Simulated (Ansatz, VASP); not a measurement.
## Ge: VASP beside Ansatz

File POSCAR:

```
Ge
1.0
    1.3147675467     -2.4471792497      0.0000000000
    1.3147675467      2.4471792497      0.0000000000
    0.0000000000      0.0000000000      3.0469591023
Ge
1
Direct
    0.5000000000      0.5000000000      0.0000000000
```

The input INCAR.step1:

```
SYSTEM = Ge
ALGO = Normal ; EDIFF = 1E-4
ENCUT = 520 ; GGA = PE
ISMEAR = 0 ; LASPH = .True.
LCHARG = .False. ; LREAL = .False.
LWAVE = .True. ; NBANDS = 13
NELM = 100 ; PREC = Accurate
SIGMA = 0.15
```

Contents of INCAR.step2:

```
SYSTEM = Ge
ALGO = Normal ; EDIFF = 1E-7
ENCUT = 520 ; ISIF = 2
ISMEAR = 0 ; ISTART = 1
LASPH = .True. ; LCHARG = .True.
LELF = .True. ; LMIXTAU = .True.
LREAL = .False. ; LVHAR = .True.
LWAVE = .False. ; METAGGA = R2SCAN
NBANDS = 13 ; NELM = 100
PREC = Accurate ; SIGMA = 0.15
```

File KPOINTS:

```
k-points
0
Gamma
  22 22 20
  0 0 0
```

Input for Ansatz:

```yaml
crystal:
  lattice:
    - [1.3147675467, -2.4471792497, 0.0]
    - [1.3147675467, 2.4471792497, 0.0]
    - [0.0, 0.0, 3.0469591023]
  atoms:
    - { symbol: Ge, position: [0.5, 0.5, 0.0] }
basis:
  ecutwfc: 500
kpoints:
  mp_grid: { grid: [22, 22, 20] }
hamiltonian:
  xc: r2scan
scf:
  occupations: { method: gaussian, width: 0.15 }
output:
  forces: true
  stress: true
  eigenvalues: true
```

Alike in both runs: task single point; functional r2SCAN; k mesh 22 × 22 × 20; occupations gaussian, width 0.15 eV; no spin polarisation.

|  | VASP | Ansatz |
| --- | --- | --- |
| version | VASP 6.6.1 | Ansatz 0.2.0 |
| potentials or method | VASP PAW PBE potentials, release 64 (Ge_d) | scalar-relativistic, plane waves, PAW |
| plane-wave cutoff (eV) | 520 | 500 |
| valence electrons in the cell | 14 | 14 |

|  | VASP | Ansatz | Ansatz less VASP |
| --- | --- | --- | --- |
| gap on the k mesh at the Fermi level (eV) | none | none | - |
| pressure (GPa) | 1.3 | 1.5 | +0.15 |
| largest component of the traceless stress (GPa) | 14.31 | 14.34 | +0.032 |

A gap of «none» marks a metal or a gap that the smearing closes.

Caveats: the PAW data sets were made with another functional, which shifts forces and pressure a little (VASP).
